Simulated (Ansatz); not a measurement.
Parallel or opposed moments in rocksalt-structured EuS?

**Experimental background.**

From “Crystal-field mediated electronic transitions of EuS up to 35 GPa”, 2022, pmc:8786971, for a powder of EuS at 300 K: band gap 1.72 eV (direct).

The calculation is set against this at the end.

All numbers are calculated (PBEsol+U, U_eff = 8.0 eV (Dudarev form) on Eu f, fully localised double counting, scalar-relativistic datasets, 420 eV, PAW set soft_2 (made for PBE), 6×6×6 mesh, Gaussian smearing of 0.05 eV) with the plane-wave PAW code Ansatz.

```
CELL_PARAMETERS angstrom
0.00000 2.97850 2.97850
5.95700 2.97850 2.97850
5.95700 5.95700 0.00000
ATOMIC_POSITIONS crystal
Eu 0.50000 0.50000 0.00000
S 0.00000 0.00000 0.00000
Eu 0.50000 0.50000 0.50000
S 0.00000 0.00000 0.50000
```

The structure type is one reported for this compound, at the reported volume. The cell shown is twice the primitive one, so that more magnetic patterns fit.

Cell and atoms stay fixed; no spin–orbit coupling. The cell holds two magnetic ions, atoms 1 and 3, and the lowest free states with their moments parallel and opposed are compared.

Problem. Which order lies lower, by how much, and what else changes?

Solution. The parallel one, by 2.9 meV/atom (5.9 meV per magnetic ion). Parallel: gap 0.93 eV, moments Eu 6.87; S -0.07 μB (cell 14.00 μB), pressure -1.7 GPa. Opposed: gap 1.41 eV, moments Eu 6.87, -6.87 μB, pressure -1.6 GPa.

Both states fill the shells alike (parallel: Eu 7↑ 0↓, 6.99 e; opposed: Eu 7↑ 0↓, 6.99 e; Eu 0↑ 7↓, 6.99 e; their occupation matrices agree within 0.15, spins exchanged on the turned ion), so they differ in the order of the moments and not in the filling. A natural orbital (eigenvector of a shell's occupation matrix) is counted as filled above 0.75 (0.9 in a metal) and as partly filled from 0.35 up to that; ↑ and ↓ are the spin channels. The gap is wider by 0.48 eV with opposed moments; with parallel ones the gaps within each spin are 0.93 and 2.26 eV. With spin off the cell lies 4623.7 meV/atom from the lower state (gap zero (metallic)).

In the opposed pattern, atom 1 has 8 of its 12 magnetic neighbours at 4.21 Å, 0 of 6 at 5.96 Å, 16 of 24 at 7.30 Å, 0 of 12 at 8.42 Å turned against it; the energy difference holds only the couplings to turned neighbours. In the rock-salt arrangement the straight metal–anion–metal paths join second neighbours, and this pattern leaves all six parallel (type I order), so superexchange along those paths, which favours type II order in the late 3d monoxides, doesn't enter.

Problem. The moments are now held at an angle, ending 90° apart (non-collinear spin). What is the energy against the parallel state?

Solution. A Heisenberg form, E(θ) − E(0°) = [E(180°) − E(0°)] (1 − cos θ)/2, gives 11.8 × (1 − cos 90.0°)/2 = 5.9 meV per cell; the run gave 5.9 meV. The form holds well.

In the lower state the fixed cell carries a pressure of -1.7 GPa (the cell is larger than this level of theory would relax to); relaxing would change energies and could change the order of close states.

Against the measured gap of EuS, 1.72 eV (direct; 300 K; powder; “Crystal-field mediated electronic transitions of EuS up to 35 GPa”, 2022, pmc:8786971), the calculated 0.93 eV is off by -0.79 eV. The calculated gap hangs on the U chosen and on the magnetic order and orbital state reached (the order run needn't be the measured one; near room temperature a magnet's moments are disordered), is the smallest on the mesh, direct or not, and holds no excitons or spin–orbit coupling.

Only these patterns were run; an order that needs another cell may lie lower. At this level the cell was started in 18 ways, of which 2 didn't converge. In the lowest free state the Eu 4f shell holds 6.99 electrons, the count of the divalent ion that the formula's charges ask for. For metallic states the mesh is coarse, so energy differences carry some meV/atom. Spin–orbit coupling is left out. The value of U was drawn from a range and not derived for this compound; another value can change gaps, moments and the order of states. Gaps are Kohn–Sham gaps over the k-mesh alone and may be smaller between its points.
